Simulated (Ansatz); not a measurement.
# AlNi: the cost of one run

Program: Ansatz 0.2.0. Level of theory: DFT PBE, scalar-relativistic, plane waves, PAW. These are calculated values, not measurements.

2 further runs of the same task are left out: 2 set aside as unsound or not needed.

## Step 1: Starting point

It takes space group Pm-3m (No. 221, cubic). Conventional cell: a = 2.893 Å, b = 2.893 Å, c = 2.893 Å, α = 90.00°, β = 90.00°, γ = 90.00°. Al (site symmetry m-3m) is surrounded by 8 Ni at 2.51 Å. Ni (site symmetry m-3m) is surrounded by 8 Al at 2.51 Å.

Structure file:

```xyz
2
Lattice="2.8931 0.0000 0.0000 0.0000 2.8931 0.0000 0.0000 0.0000 2.8931" Properties=species:S:1:pos:R:3 pbc="T T T"
Al    0.0000    0.0000    0.0000
Ni    1.4465    1.4465    1.4465
```

This cell was relaxed beforehand with the same method: volume 12.11 Å³/atom, gap on the mesh none (metal).

## Step 2: The bulk in the plane's own cell

The same crystal, re-cut so that c stands normal to the (110) plane; its mesh matches that of the cells to come, so errors of the mesh cancel.

Input file input.yaml:

```yaml
crystal:
  lattice:
    - [2.8930835334, 0.0, 0.0]
    - [0.0, 4.0914379701, 0.0]
    - [0.0, 0.0, 4.0914379701]
  atoms:
    - { symbol: Al, position: [0.0, 0.0, 0.0] }
    - { symbol: Al, position: [0.0, 0.5, 0.5] }
    - { symbol: Ni, position: [0.5, 0.5, 1.0] }
    - { symbol: Ni, position: [0.5, 1.0, 0.5] }
basis:
  ecutwfc: 420
kpoints:
  mp_grid: { grid: [12, 8, 8] }
hamiltonian:
  xc: pbe
scf:
  occupations: { method: gaussian, width: 0.1 }
output:
  forces: true
  stress: true
  eigenvalues: true
```

Started as:

```
ansatz run input.yaml --threads 2 --pin off --max-ram 5120MiB --backend cpu --events-out ev --progress --plain --runs-dir out
```

**Question.** How long does this run take on 2 threads of Intel Xeon Platinum 8259CL at 2.50GHz (Skylake/Cascade Lake), shared host, and how much memory does it need?

About 6.3 s, with a peak of 0.46 GiB.
